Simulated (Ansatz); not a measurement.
A run of Ansatz 0.2.0 is set up as follows.

input.yaml

```yaml
crystal:
  lattice:
    - [2.91381, 0.0, 0.0]
    - [0.0, 2.91381, 0.0]
    - [0.0, 0.0, 2.91381]
  atoms:
    - { symbol: Hf, position: [0.5, 0.5, 0.5] }
hamiltonian:
  xc: r2scan
  pseudopotentials: { kind: paw }
  dispersion: rvv10
kpoints:
  mp_grid: { grid: [9, 9, 9] }
scf:
  occupations: { method: fermi_dirac, width: 0.05 }
output:
  forces: true
  stress: true
  eigenvalues: true
relax:
  f_tol: 0.01
  max_steps: 40
  cell: { stress_tol: 0.05 }
```

Potentials or basis: Ansatz PAW.

Command:

```sh
$ ansatz run input.yaml --threads 2 --pin off --max-ram 5632MiB --backend cpu --events-out ev --progress --plain --runs-dir out
```

(1) Predict the relaxed cell.

(2) Predict the space group after relaxing (to 0.05 Å).

(3) Predict the band gap on the k mesh.

Results:

(1) a = 2.879 Å, b = 2.879 Å, c = 2.879 Å, α = 90.00°, β = 90.00°, γ = 90.00°.

(2) Pm-3m (No. 221).

(3) none (metal or under the smearing width).
